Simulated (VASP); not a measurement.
Input of a VASP 6.6.1 run:

The input INCAR:

```
SYSTEM = PtSe
  ALGO = Normal
  EDIFF = 1E-6
  ENCUT = 520
  GGA = CA
  ISIF = 2
  ISMEAR = 0
  LASPH = .TRUE.
  LCHARG = .TRUE.
  LELF = .TRUE.
  LREAL = .FALSE.
  LWAVE = .FALSE.
  NELM = 80
  PREC = Accurate
  SIGMA = 0.02
```

The input KPOINTS:

```
k-points
0
G
  8 8 8
  0 0 0
```

Contents of POSCAR:

```
PtSe
1.0
    0.0000000000      3.0374472300      3.0374472300
    3.0374472300      0.0000000000      3.0374472300
    3.0374472300      3.0374472300      0.0000000000
Pt Se
1 1
Direct
    0.0000000000      0.0000000000      0.0000000000
    0.2500000000      0.2500000000      0.2500000000
```

Potentials or basis: VASP PAW LDA potentials, release 64 (Pt, Se).

Launch:

```sh
$ cat potpaw_LDA.64/Pt/POTCAR potpaw_LDA.64/Se/POTCAR > POTCAR
$ mpirun -np 1 vasp_std > vasp.out
```

(1) Estimate the pressure.

(2) What does it give for the band gap on the k mesh?

Answers

(1) -16.0 GPa.

(2) none (metal or under the smearing width).

Caveat: so large a pressure means that the cell lies far from this level's equilibrium, or that cutoff or potentials fall short.
